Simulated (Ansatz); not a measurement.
**WS₂ (P6_3/mmc), random displacements**

Theory: Ansatz, DFT PBEsol+D3(BJ), scalar-relativistic, plane waves, PAW. Cutoff 420 eV, Γ-centred 12×12×4 k-points, Gaussian smearing of 0.05 eV. Spin–orbit coupling is left out, which matters for the heavy elements here. No spin polarisation. Energies are free energies at this smearing, counted from the undisturbed cell; pressure is positive in compression.

The undisturbed cell (relaxed at this level):

```yaml
crystal:
  lattice:
    - [3.11473, 0.00000, 0.00000]
    - [-1.55736, 2.69743, 0.00000]
    - [0.00000, 0.00000, 11.77225]
  atoms:
    - { symbol: W, position: [0.33333, 0.66667, 0.25000] }
    - { symbol: W, position: [0.66667, 0.33333, 0.75000] }
    - { symbol: S, position: [0.33333, 0.66667, 0.61645] }
    - { symbol: S, position: [0.66667, 0.33333, 0.11645] }
    - { symbol: S, position: [0.33333, 0.66667, 0.88355] }
    - { symbol: S, position: [0.66667, 0.33333, 0.38355] }
```

The atoms are displaced (Å, in the unstrained cell):

```tsv
atom	ux	uy	uz
W1	-0.012	0.025	-0.038
W2	-0.010	-0.081	0.006
S3	0.011	-0.017	0.041
S4	0.026	0.035	-0.012
S5	0.027	-0.016	0.022
S6	-0.042	0.055	-0.019
```

Strain (Voigt, engineering shear): (-0.0016, 0.0090, -0.0114, -0.0032, -0.0056, -0.0030).

(1) What are the energy change, the stress and the forces?

## Answers

(1) ΔE = 21.7 meV/atom; stress (xx, yy, zz, yz, xz, xy; compression positive) (1.31, 0.05, 5.14, 0.28, 2.54, 0.05) GPa; gap on the mesh 0.57 eV.
```tsv
atom	Fx (eV/Å)	Fy	Fz
W1	0.18	0.55	0.78
W2	0.62	1.47	0.89
S3	-0.33	-0.80	-1.02
S4	-0.58	-0.27	-0.72
S5	-0.30	-0.62	0.04
S6	0.41	-0.33	0.03
```

Cost: 1 run of about 1.1 core-minutes, on Intel Xeon Platinum 8259CL (Skylake/Cascade Lake) (shared hosts).